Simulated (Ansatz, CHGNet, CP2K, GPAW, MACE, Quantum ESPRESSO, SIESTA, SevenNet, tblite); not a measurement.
**The unslipped end of a generalised stacking fault on (111) (glide set) of a GaP-AlP solid solution (72 atoms) in tblite**

How near does tblite come to plane waves for the unslipped end of a generalised stacking fault on (111) (glide set) of a GaP-AlP solid solution (72 atoms)?

Calculated with tblite 0.8.0; the method is named at each step.

## 1. Set-up

The cell holds 72 atoms: 18 Al, 36 P and 18 Ga. Cell: a = 6.683 Å, b = 11.576 Å, c = 19.103 Å, α = 90.0°, β = 90.0°, γ = 90.0°. Zinc-blende GaP lattice (a = 5.4569 Å, the value set for the mixture), cell with z along [111], 1 x 3 x 2 periods; the third cell vector is tilted by 0.000 of 1/2[11-2] and lengthened by 0.2 Å, so the stacking has no slip (glide set); displaced by a Gaussian of 0.01 Å; 18 of 36 Ga sites given to Al at random (lattice constant by Vegard's rule between GaP and AlP). Then every atom was moved at random, 0.02 Å r.m.s. a Cartesian component. The structure's axis is c.

The yardstick, on the same geometry:

```
method                                           : Kohn-Sham DFT, PBE, SSSP efficiency 1.3.0 pseudopotentials, plane waves (Quantum ESPRESSO 7.5); sssp-pbe-1.3.0-efficiency, cutoffs 60/480 Ry, Γ point
r.m.s. force component                           : 0.4425 eV/Å
longest force                                    : 1.73 eV/Å
pressure                                         : 1.206 GPa
gap (highest filled to lowest empty level) : 1.179 eV
time                                             : 14 min on 4 MPI ranks of Arm Neoverse V1, shared host
CPU time                                         : 55 min
```

## 2. GFN1-xTB

Method: GFN1-xTB tight binding, diagonalisation.

Contents of run.py:

```python
import numpy as np
from ase.io import read
from tblite.ase import TBLite

atoms = read("structure.xyz")
atoms.calc = TBLite(method="GFN1-xTB", electronic_temperature=580, accuracy=1.0, max_iterations=250, mixer_damping=0.1, verbosity=1)
energy = atoms.get_potential_energy()
forces = atoms.get_forces()
print(f"energy {energy:.6f} eV")
print("forces (eV/A)")
for i, (a, f) in enumerate(zip(atoms, forces)):
    print(f"{i:4d} {a.symbol:2s} {f[0]:10.5f} {f[1]:10.5f} {f[2]:10.5f}")
stress = -atoms.get_stress(voigt=False) * 160.21766
print("stress (GPa, compression positive)")
for row in stress:
    print(" ".join(f"{x:10.4f}" for x in row))
print("charges (e)")
print(np.array2string(atoms.get_charges(), precision=4, suppress_small=True, max_line_width=110, threshold=100000))
```

Contents of structure.xyz:

```xyz
72
Lattice="6.68331 0.00000 0.00000 0.00000 11.57583 0.00000 0.00000 0.00000 19.10326" Properties=species:S:1:pos:R:3 pbc="T T T"
Al 3.27181 1.92425 0.38589
P 3.38463 1.93258 2.76481
Ga 5.53445 1.92217 3.59925
P 5.58685 1.95388 5.90807
Ga 0.04732 0.01239 0.37041
P 6.63833 0.00463 2.76176
Al 2.21552 11.55881 3.54136
P 2.20690 11.55152 5.89966
Ga 4.43117 0.04480 6.70181
P 4.44326 11.51043 9.07042
Al 3.34941 5.80736 0.39315
P 3.35415 5.76592 2.75507
Ga 5.57548 5.80470 3.55034
P 5.56178 5.76546 5.89527
Al 0.03342 3.82396 0.41874
P 6.66834 3.83843 2.74074
Ga 2.24840 3.86737 3.52780
P 2.25963 3.83473 5.89469
Al 4.47040 3.85359 6.67506
P 4.46646 3.86598 9.03183
Ga 1.08504 1.90422 6.68767
P 1.12026 1.89161 9.01559
Ga 3.30991 1.94543 9.82939
P 3.31806 1.93779 12.18941
Al 5.55497 1.91036 12.97933
P 5.58391 1.89577 15.37526
Ga 0.01958 0.00174 9.82595
P 0.00956 0.01007 12.16457
Al 2.26751 0.00359 13.02231
P 2.20863 11.55395 15.33839
Ga 4.46004 0.03357 16.17397
P 4.47154 11.55360 18.50036
Ga 3.33464 9.65065 0.42562
P 3.32501 9.63676 2.73807
Al 5.57194 9.65748 3.58473
P 5.56907 9.68966 5.92507
Ga 6.66787 7.72571 0.40212
P 6.66874 7.71680 2.72432
Al 2.24446 7.69202 3.52493
P 2.26945 7.70267 5.90787
Al 4.49486 7.73601 6.68213
P 4.45322 7.72536 9.06564
Ga 1.13496 5.75238 6.67181
P 1.11972 5.75527 9.08322
Al 3.32769 5.80736 9.87371
P 3.36244 5.78155 12.20488
Al 5.57562 5.74439 13.01906
P 5.58551 5.77020 15.33304
Al 6.66273 3.88415 9.81010
P 0.00374 3.87952 12.20106
Al 2.22267 3.86123 12.96405
P 2.24065 3.85417 15.40945
Ga 4.46238 3.84954 16.14225
P 4.44360 3.84850 18.47725
Al 1.09052 1.96488 16.12162
P 1.15561 1.93096 18.48794
[... 12 atom lines left out ...]
Ga 1.10589 5.77067 16.18180
P 1.10609 5.76638 18.58957
Al 1.08363 9.65552 16.12869
P 1.09740 9.61454 18.51641
```

Launch:

```bash
> OMP_NUM_THREADS=1 python run.py > output.txt
```

The program printed:

```text
------------------------------------------------------------
  cycle        total energy    energy error   density error
------------------------------------------------------------
      1     -143.0048228507  -1.4316061E+02   4.6329964E-01
      2     -144.1723802237  -1.1675574E+00   3.8086722E-01
      3     -144.0379847226   1.3439550E-01   2.2638012E-01
      4     -144.2130073940  -1.7502267E-01   8.0809911E-02
      5     -144.2983293031  -8.5321909E-02   4.2445584E-02
      6     -144.3349313870  -3.6602084E-02   1.7392134E-02
      7     -144.3449470118  -1.0015625E-02   4.2903345E-03
      8     -144.3454603433  -5.1333158E-04   2.7656975E-03
      9     -144.3450998390   3.6050430E-04   2.9711407E-03
     10     -144.3455123094  -4.1247042E-04   1.3381178E-03
     11     -144.3455142842  -1.9747591E-06   1.0016126E-03
     12     -144.3455395306  -2.5246406E-05   3.1433992E-04
     13     -144.3455412656  -1.7350329E-06   7.5717029E-05
     14     -144.3455415485  -2.8283836E-07   3.8442072E-05
     15     -144.3455415341   1.4373001E-08   2.5570816E-05
     16     -144.3455415551  -2.0995628E-08   1.4751841E-05
------------------------------------------------------------
 total:                                   7.253 sec
energy -3927.842252 eV
forces (eV/A)
   0 Al    0.58385    0.11995   -0.58819
   1 P    -0.83785   -0.73568   -0.87891
   2 Ga    0.27581    0.05828   -0.30555
   3 P    -0.42347    0.32384    0.22130
   4 Ga   -0.41280    0.00689   -0.50314
   5 P     0.85074   -0.48378   -0.14537
   6 Al   -0.26996    0.15058    0.07131
   7 P     0.18473   -0.07507   -0.85251
   8 Ga   -0.29805   -0.17451    0.41623
   9 P     0.10503    0.55213   -0.20614
  10 Al   -0.09358   -0.35314   -0.73732
  11 P     0.02683    0.82032   -0.85815
  12 Ga   -0.16833   -0.18192    0.07436
  13 P    -0.07723    0.29342    0.24004
  14 Al   -0.59566   -0.00304   -0.98787
  15 P     0.41292    0.02921   -0.45863
  16 Ga   -0.59918   -0.30152    0.23229
  17 P     0.64858   -0.29097   -0.13386
  18 Al   -0.28191    0.10721    0.53976
  19 P     0.17512    0.41847   -0.46247
  20 Ga    0.30574    0.11595    0.07880
  21 P    -0.37758    1.17474    0.10442
  22 Ga    0.28241   -0.18997    0.21432
  23 P     0.38526   -0.08172    0.40304
[...]
64 Ga   -0.42903   -0.18491    0.62957
  65 P     0.16992    0.43292   -0.16229
  66 Ga   -0.69745    0.33253    0.54978
  67 P     0.04960   -0.15986    0.85443
  68 Ga   -0.09060    0.12294    0.70579
  69 P     0.44681   -0.25127    0.60628
  70 Al    0.04308   -0.11802    0.47517
  71 P     0.40285    0.21848   -0.00345
stress (GPa, compression positive)
    1.1696     0.1852    -0.7377
    0.1852    10.4970    -0.1428
   -0.7377    -0.1428     5.0033
charges (e)
[ 0.1003 -0.1606  0.2119 -0.1713  0.1948 -0.1607  0.1129 -0.1671  0.2211 -0.1842  0.0922 -0.1555  0.2183
 -0.1693  0.1032 -0.1688  0.209  -0.1795  0.0992 -0.1653  0.2062 -0.1797  0.2269 -0.1622  0.1415 -0.1588
  0.2192 -0.1746  0.1273 -0.159   0.224  -0.1779  0.1866 -0.1479  0.1302 -0.1595  0.1889 -0.1588  0.1251
 -0.1668  0.1399 -0.1624  0.2225 -0.1697  0.1438 -0.165   0.1257 -0.1625  0.1336 -0.1604  0.1459 -0.1661
  0.2306 -0.1764  0.1385 -0.149   0.1338 -0.1757  0.1113 -0.1722  0.2106 -0.1659  0.2282 -0.1819  0.2125
 -0.1742  0.1972 -0.1754  0.2098 -0.166   0.0955 -0.168 ]
```

Elapsed: 8 s, on 1 thread of Arm Neoverse V1, shared host; peak memory 0.14 GiB.

Banners, paths, timers and routine set-up lines are dropped from the logs unmarked, and long logs keep their key lines alone; longer cuts are marked.

Compared with the plane-wave run:

```yaml
r_m_s_force_component: 0.4892 eV/Å
r_m_s_difference_of_force_components: 281.7 meV/Å
longest_difference_of_force_vectors: 853.6 meV/Å
force_difference_over_r_m_s_force: 63.67 %
slope_of_forces_against_the_reference_s: 0.9085
correlation_of_force_components: 0.8217
pressure: 5.557 GPa
pressure_difference: 4.35 GPa
```

Length of the force difference by element (eV/Å):

| element | atoms | mean | most |
| --- | --- | --- | --- |
| Al | 18 | 0.31 | 0.62 |
| Ga | 18 | 0.22 | 0.41 |
| P | 36 | 0.60 | 0.85 |

A closer look about P58, which bears the longest force: 9 atoms, nearest first, numbered in the order of the input, with positions taken from that point.

| atom | x | y | z | distance (Å) | bonds | Mulliken charge (e) | Fx | Fy | Fz (eV/Å) |
| --- | --- | --- | --- | --- | --- | --- | --- | --- | --- |
| P58 | 0.00 | 0.00 | 0.00 | 0.00 | 4 | -0.18 | 1.27 | -1.07 | -0.86 |
| Ga27 | -1.07 | 1.87 | 0.79 | 2.30 | 4 | 0.22 | -0.86 | 0.21 | 0.45 |
| Al57 | -0.01 | -0.02 | -2.37 | 2.37 | 4 | 0.13 | 0.05 | -0.69 | 0.45 |
| Al59 | 2.25 | -0.07 | 0.78 | 2.38 | 4 | 0.11 | -0.54 | -0.30 | 0.59 |
| Ga63 | -1.12 | -1.96 | 0.80 | 2.40 | 4 | 0.23 | 0.20 | -0.11 | 0.42 |
| P22 | 0.03 | 3.76 | -0.02 | 3.76 | 4 | -0.18 | -0.38 | 1.17 | 0.10 |
| P10 | -3.33 | 1.81 | 0.03 | 3.79 | 4 | -0.18 | 0.11 | 0.55 | -0.21 |
| P28 | -1.08 | 1.88 | 3.12 | 3.80 | 4 | -0.17 | 0.65 | 0.46 | 0.53 |
| P10 | 3.35 | 1.81 | 0.03 | 3.81 | 4 | -0.18 | 0.11 | 0.55 | -0.21 |

Atoms are counted from 1 here, from 0 in the log.

Forces lie 64 % from the reference's, at 0.0024 times its CPU time (on 1 against 4 cores).

## 3. Summary of results

| Property | Result |
| --- | --- |
| force difference from the reference | tblite GFN1-xTB, 64 % |
| its CPU time | 8 s |

What this shows: Tight binding differs by 64 % (tblite GFN1-xTB); it is another model, with fitted parameters of its own, and the xTB methods hold dispersion. One electronic-structure run takes under half the reference's CPU time: tblite GFN1-xTB, at 64 % in 8 s against 55 min, too far off to be of use; its pressure misses by +4.4 GPa. Periodic xTB results under one method name differ between programs and library versions. The reference's pressure holds the uncorrected Pulay stress of its 60 Ry basis, so small pressure differences, and their order, may be the reference's own error. The reference's stress is far from hydrostatic: its diagonal is -3.4, 6.3, 0.7 GPa, compression counted positive. The host structure and its lattice constant were typed by rule, without a check against the phase diagram. The electronic-structure runs sample only Γ, in a cell whose shortest periodic width is 7 Å.

[Also dropped from logs without a mark: logging warnings of Python, and SIESTA's first energy breakdown and zero terms.]

[Logs are printed without paths, hosts, clocks, repeated set-up lines and the standing remarks that a program may print on its own settings, such as how far it seeks lower states.]

[Hosts, paths, dates, database ids (printed as entryN), source tags and the programs' standing remarks are cut or masked in the printed files.]
